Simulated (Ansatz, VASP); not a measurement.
**One calculation of Ga, two programs**

The input INCAR:

```
PREC     = Accurate       # precision mode
ENCUT    = 520            # plane-wave cutoff, eV
EDIFF    = 1E-8           # SCF threshold, eV
ISMEAR   = -1             # smearing method
SIGMA    = 0.03           # smearing width, eV
LREAL    = F              # projectors in reciprocal space
LASPH    = T              # aspherical terms in the spheres
NELM     = 100            # most SCF steps
ALGO     = Normal         # electronic algorithm
ISIF     = 2              # what is computed and relaxed
LWAVE    = F              # write WAVECAR
LCHARG   = F              # write CHGCAR
GGA      = PS             # functional
LEFG     = T            
NBANDS   = 12             # bands
```

File KPOINTS:

```
Automatic mesh
0
Gamma
  16 16 16
```

Contents of POSCAR:

```
Ga
1.0
   -1.4224758030      1.4224758030      2.2583323111
    1.4224758030     -1.4224758030      2.2583323111
    1.4224758030      1.4224758030     -2.2583323111
Ga
1
Direct
    0.0000000000      0.0000000000      0.0000000000
```

Input for Ansatz:

```yaml
crystal:
  lattice:
    - [-1.422475803, 1.422475803, 2.2583323111]
    - [1.422475803, -1.422475803, 2.2583323111]
    - [1.422475803, 1.422475803, -2.2583323111]
  atoms:
    - { symbol: Ga, position: [0.0, 0.0, 0.0] }
kpoints:
  mp_grid: { grid: [16, 16, 16] }
scf:
  occupations: { method: fermi_dirac, width: 0.03 }
hamiltonian:
  xc: pbesol
  pseudopotentials: { kind: all_electron, datasets: crystal }
output:
  forces: true
  stress: true
  eigenvalues: true
  efg: { contact_densities: true }
```

Change from the starting cell: volume scaled by 1.04, crystal datasets.

Alike in both runs: task electric field gradients; functional PBEsol; k mesh 16 × 16 × 16; occupations fermi-dirac, width 0.03 eV; no spin polarisation.

```csv
,VASP,Ansatz
version,VASP 6.6.1,Ansatz 0.2.0
potentials or method,"VASP PAW PBE potentials, release 64 (Ga_d)","all-electron PAW with datasets made for the crystal, scalar-relativistic"
plane-wave cutoff (eV),520,see its input
```

|  | VASP | Ansatz | Ansatz less VASP |
| --- | --- | --- | --- |
| pressure (GPa) | -1.6 | -1.7 | -0.04 |
| largest component of the traceless stress (GPa) | 0.35 | 0.34 | -0.008 |
| Vzz of the field gradient on the site that differs most (V/Å²) | 19.6 | 20.8 | +1.24 |

Ansatz ran all-electron here, so the differences hold the error of VASP's frozen core and of both bases.

Caveats: the PAW data sets were made with another functional, which shifts forces and pressure a little (VASP).
